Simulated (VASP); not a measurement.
# Mo: equation of state in the RPA

Mo, Im-3m (no. 229), 1 atom in the cell. PBE, RPA total energies; PAW potentials Mo_sv_GW (PBE set).

k mesh of the exchange step: 6 × 6 × 6; Volumes (share of the given one): 0.92, 0.96, 1, 1.04, 1.08.

## Input

INCAR.step1:
```
ISMEAR = 0
SIGMA = 0.1
EDIFF = 1E-8
PREC = Accurate
LASPH = True
LREAL = False
LCHARG = False
ENCUT = 400
GGA = PE
LWAVE = True
ALGO = Normal
KPAR = 8
```

INCAR.step2:
```
ISMEAR = 0
SIGMA = 0.1
EDIFF = 1E-8
PREC = Accurate
LASPH = True
LREAL = False
LCHARG = False
ENCUT = 400
GGA = PE
ALGO = Eigenval
NELM = 1
LWAVE = False
PRECFOCK = Fast
LHFCALC = True
AEXX = 1.0
ALDAC = 0.0
AGGAC = 0.0
KPAR = 8
```

INCAR.step3:
```
ISMEAR = 0
SIGMA = 0.1
EDIFF = 1E-8
PREC = Accurate
LASPH = True
LREAL = False
LCHARG = False
ENCUT = 400
GGA = PE
ALGO = ACFDT
NOMEGA = 16
LWAVE = False
PRECFOCK = Fast
```

KPOINTS:
```
k-points
0
Gamma
  6 6 6
```

POSCAR.step1:
```
Mo
1.0
   -1.5403949089      1.5403949089      1.5403949089
    1.5403949089     -1.5403949089      1.5403949089
    1.5403949089      1.5403949089     -1.5403949089
Mo
1
Direct
    0.0000000000      0.0000000000      0.0000000000
```

POSCAR.step4:
```
Mo
1.0
   -1.5624035240      1.5624035240      1.5624035240
    1.5624035240     -1.5624035240      1.5624035240
    1.5624035240      1.5624035240     -1.5624035240
Mo
1
Direct
    0.0000000000      0.0000000000      0.0000000000
```

POSCAR.step7:
```
Mo
1.0
   -1.5838089719      1.5838089719      1.5838089719
    1.5838089719     -1.5838089719      1.5838089719
    1.5838089719      1.5838089719     -1.5838089719
Mo
1
Direct
    0.0000000000      0.0000000000      0.0000000000
```

POSCAR.step10:
```
Mo
1.0
   -1.6046509537      1.6046509537      1.6046509537
    1.6046509537     -1.6046509537      1.6046509537
    1.6046509537      1.6046509537     -1.6046509537
Mo
1
Direct
    0.0000000000      0.0000000000      0.0000000000
```

POSCAR.step13:
```
Mo
1.0
   -1.6249651476      1.6249651476      1.6249651476
    1.6249651476     -1.6249651476      1.6249651476
    1.6249651476      1.6249651476     -1.6249651476
Mo
1
Direct
    0.0000000000      0.0000000000      0.0000000000
```

Commands (each step's output is kept before the next begins):
```
cat potpaw_PBE.64/Mo_sv_GW/POTCAR > POTCAR
cp INCAR.step1 INCAR
cp POSCAR.step1 POSCAR
mpirun -np 8 vasp_std > vasp.out
cp INCAR.step2 INCAR
mpirun -np 8 vasp_std > vasp.out
rm WAVECAR CHG
cp INCAR.step3 INCAR
mpirun -np 8 vasp_std > vasp.out
rm WAVECAR CHG
cp INCAR.step1 INCAR
cp POSCAR.step4 POSCAR
mpirun -np 8 vasp_std > vasp.out
cp INCAR.step2 INCAR
mpirun -np 8 vasp_std > vasp.out
rm WAVECAR CHG
cp INCAR.step3 INCAR
mpirun -np 8 vasp_std > vasp.out
rm WAVECAR CHG
cp INCAR.step1 INCAR
cp POSCAR.step7 POSCAR
mpirun -np 8 vasp_std > vasp.out
cp INCAR.step2 INCAR
mpirun -np 8 vasp_std > vasp.out
rm WAVECAR CHG
cp INCAR.step3 INCAR
mpirun -np 8 vasp_std > vasp.out
rm WAVECAR CHG
cp INCAR.step1 INCAR
cp POSCAR.step10 POSCAR
mpirun -np 8 vasp_std > vasp.out
cp INCAR.step2 INCAR
mpirun -np 8 vasp_std > vasp.out
rm WAVECAR CHG
cp INCAR.step3 INCAR
mpirun -np 8 vasp_std > vasp.out
rm WAVECAR CHG
cp INCAR.step1 INCAR
cp POSCAR.step13 POSCAR
mpirun -np 8 vasp_std > vasp.out
cp INCAR.step2 INCAR
mpirun -np 8 vasp_std > vasp.out
rm WAVECAR CHG
cp INCAR.step3 INCAR
mpirun -np 8 vasp_std > vasp.out
```

## Result

- RPA volume at rest (Å³/atom): 15.61
- RPA bulk modulus (GPa): 278
- PBE volume at rest (Å³/atom): 15.78
- PBE bulk modulus (GPa): 265
- Exact exchange without correlation: volume at rest (Å³/atom): 15.42
- Exact exchange without correlation: bulk modulus (GPa): 336

Energy against volume (meV/atom, each curve from its lowest point):

| Volume (Å³/atom) | PBE | Exact exchange, no correlation | RPA total |
|---|---|---|---|
| 14.62 | 79.5 | 45.8 | 58.6 |
| 15.26 | 14.2 | 0 | 0 |
| 15.89 | 0 | 12.9 | 7.6 |
| 16.53 | 26.4 | 72.5 | 34.3 |
| 17.16 | 86 | 171 | 111.7 |

Limits: The RPA points scatter by 4.1 meV/atom about the fit, so its volume and modulus are rough.

VASP 6.6.1 took 533 s on 8 cores (Intel Xeon 6975P-C (Granite Rapids)), a shared host.
